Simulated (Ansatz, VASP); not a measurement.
SnTe in VASP and in Ansatz

```
Sn Te
1.0
     0.00000    3.30672    3.30672
     3.30672    0.00000    3.30672
     3.30672    3.30672    0.00000
Sn Te
1 1
Direct
  0.00000 0.00000 0.00000
  0.50000 0.50000 0.50000
```

Change from the starting cell: hydrostatic strain +3.7%.

Alike in both runs: task single point; functional PBE; k mesh 8 × 8 × 8; occupations fermi-dirac, width 0.02 eV; no spin polarisation.

```csv
,VASP,Ansatz
version,VASP 6.6.1,Ansatz 0.2.0
potentials or method,"VASP PAW PBE potentials, release 64 (Sn_d, Te)","plane waves, PAW"
plane-wave cutoff (eV),520,420
valence electrons in the cell,20,30
```

```tsv
	VASP	Ansatz	Ansatz less VASP
pressure (GPa)	-3.1	-3.1	+0.03
```

With one functional, cell and mesh, what is left measures potentials, basis and numerics. The two sets of potentials don't hold the same shells in valence.
